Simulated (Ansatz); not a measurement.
Runs of Ansatz 0.2.0 on CsSnI3. It takes space group Pm-3m (No. 221, cubic). The conventional cell has a = 6.206 Å, b = 6.206 Å, c = 6.206 Å, α = 90.00°, β = 90.00°, γ = 90.00°. Cs (site symmetry m-3m) has 12 I at 4.39 Å as nearest neighbours. Around I (site symmetry 4/mmm) lie 2 Sn at 3.10 Å. Around Sn (site symmetry m-3m) lie 6 I at 3.10 Å. 

```tsv
task	level	spin	cell	k mesh	cutoff (eV)	smearing	points for each segment of the path	gap on the mesh (eV)	pressure (GPa)	relaxed volume (Å³/atom)
relaxation of cell and atoms	BLYP	off	relaxed	5 × 5 × 5	420	fermi-dirac 0.05 eV	-	1.93	0.0	(a)
single point	PBE	off	as given	5 × 5 × 5	420	gaussian 0.013 eV	-	1.75	0.5	-
band structure	revPBE	off	as given	5 × 5 × 5	420	fermi-dirac 0.05 eV	14	-	(b)	-
single point	PBE	off	as given	5 × 5 × 5	420	gaussian 0.014 eV	-	1.75	0.5	-
band structure	r2SCAN	off	as given	5 × 5 × 5	500	fermi-dirac 0.05 eV	14	-	0.0	-
band structure	BLYP	off	as given	5 × 5 × 5	420	fermi-dirac 0.05 eV	14	-	2.0	-
band structure	r2SCAN	SOC, no magnetisation	as given	4 × 4 × 4	500	fermi-dirac 0.05 eV	14	0.03	0.3	-
relaxation of cell and atoms	revPBE	off	relaxed	5 × 5 × 5	420	fermi-dirac 0.05 eV	-	(c)	0.0	52.18
single point	PBE	off	as given	5 × 5 × 5	420	gaussian 0.012 eV	-	1.75	0.5	-
```

Alike in all rows: potentials or basis Ansatz PAW.

Q: Estimate the missing entries.

A: (a) 53.90; (b) 1.4; (c) 1.85.

Caveats: spin-orbit coupling is left out, which moves the levels of the heavy elements (some runs); the cell was measured hot, at 500 K (some runs); the PAW data sets come from PBE, with cores solved anew for the run's functional, which leaves a small shift of forces and pressure (some runs); odd divisions of the mesh miss points on the zone boundary, where band edges often lie, so the gap on the mesh can be too wide (some runs); the plane-wave basis is chosen anew once the cell has moved, so the energies of steps on either side of that aren't comparable (some runs); the volume moved by +13 % from the deposited cell, more than functionals usually miss (some runs).

A k mesh can miss the band edges, and rows without SOC leave out spin-orbit coupling on Cs, I, Sn.
